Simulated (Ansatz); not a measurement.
# Which functional gives which lattice for Ag₂O?

Starting cell:

```cif
data_structure
_symmetry_space_group_name_H-M 'Pn-3m:1'
_symmetry_Int_Tables_number 224
_cell_length_a 4.7306
_cell_length_b 4.7306
_cell_length_c 4.7306
_cell_angle_alpha 90.000
_cell_angle_beta 90.000
_cell_angle_gamma 90.000
_cell_volume 105.86
loop_
_atom_site_label
_atom_site_type_symbol
_atom_site_symmetry_multiplicity
_atom_site_Wyckoff_symbol
_atom_site_fract_x
_atom_site_fract_y
_atom_site_fract_z
_atom_site_occupancy
Ag1 Ag 4 c 0.75000 0.75000 0.75000 1
O1 O 2 a 0.00000 0.00000 0.00000 1
```

Ansatz, plane waves and PAW, scalar-relativistic (no spin–orbit coupling), 6×6×6 k-mesh. No spin polarisation. In the setting of the table the starting cell (space group Pn-3m) has 4.731 × 4.731 × 4.731 Å. Each functional was followed to zero pressure by scaling the cell, shape and atoms held, then fitted over four more volumes within ±4 % of it.

Question: What cell, stiffness and gap does each give?

Answer: 
```
 functional  V0 (Å³/atom)                     cell  B0 (GPa)  B′ from the pressures               gap on the mesh  cutoff (eV)
       BLYP         19.67  4.903 × 4.903 × 4.903 Å        60                    5.1  zero (metallic on this mesh)          420
r2SCAN + D4         17.69  4.737 × 4.737 × 4.737 Å        86                    5.1                       0.26 eV          500
       RPBE         19.60  4.896 × 4.896 × 4.896 Å        57                    5.3  zero (metallic on this mesh)          420
```

The volumes span 11.2 %, from r2SCAN + D4 to BLYP. The stiffness doesn't follow the volume steadily: stiffest r2SCAN + D4 (86 GPa at 17.69 Å³/atom), softest RPBE (57 GPa at 19.60 Å³/atom), yet BLYP is stiffer than RPBE in a larger cell (60 against 57 GPa). The gap is open in some rows and closed in others, so the zeros may be a small gap that the functional closes.

Caveats: gaps at these levels are rough, and mostly too small.

Points behind the fit for r2SCAN + D4:

```json
{"V (Å³/atom)": "17.006", "E − Emin (meV/atom)": "7.79", "P (GPa)": "3.78"}
{"V (Å³/atom)": "17.360", "E − Emin (meV/atom)": "1.75", "P (GPa)": "1.72"}
{"V (Å³/atom)": "17.715", "E − Emin (meV/atom)": "0.00", "P (GPa)": "-0.10"}
{"V (Å³/atom)": "18.069", "E − Emin (meV/atom)": "2.04", "P (GPa)": "-1.71"}
{"V (Å³/atom)": "18.423", "E − Emin (meV/atom)": "7.42", "P (GPa)": "-3.14"}
```
